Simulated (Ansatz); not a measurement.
Crystal: CdS.

```
Cd S
1.0
     0.00000    2.75324    2.75324
     2.75324    0.00000    2.75324
     2.75324    2.75324    0.00000
Cd S
1 1
Direct
  0.00000 0.00000 0.00000
  0.50000 0.50000 0.50000
```

Measurements of this composition are mostly on another form, of space group No. 186.

- Program: Ansatz 0.2.0
- Task: relaxation of cell and atoms
- Functional: PBEsol
- Potentials or basis: Ansatz PAW
- Cutoff: 420 eV (not typed: the program's choice for these potentials)
- k mesh: 6 × 6 × 6
- Occupations: fermi-dirac, width 0.05 eV
- Spin: spin-orbit coupling, no magnetisation

At the start: volume 20.87 Å³/atom.

Task: Where does the relaxation end?

Result: It ends after 5 steps and the volume is 19.65 Å³/atom (-5.8 %); space group Fm-3m (No. 225, to 0.05 Å).

Step by step:
| step | energy change (eV) | largest force (eV/Å) | volume (Å³) |
| --- | --- | --- | --- |
| 1 | 0.0000 | 0.0000 | 41.74 |
| 2 | -0.0239 | 0.0000 | 37.97 |
| 3 | -0.0359 | 0.0000 | 39.45 |
| 4 | -0.0361 | 0.0000 | 39.30 |
| 5 | -0.0356 | 0.0000 | 39.30 |

Final structure:
```
Cd S
1.0
     0.00000    2.69854    2.69854
     2.69854    0.00000    2.69854
     2.69854    2.69854    0.00000
Cd S
1 1
Direct
  0.00000 0.00000 0.00000
  0.50000 0.50000 0.50000
```

Caveat: the plane-wave basis is chosen anew once the cell has moved, so the energies of steps on either side of that aren't comparable; the PAW data sets come from PBE, with cores solved anew for the run's functional, which leaves a small shift of forces and pressure.
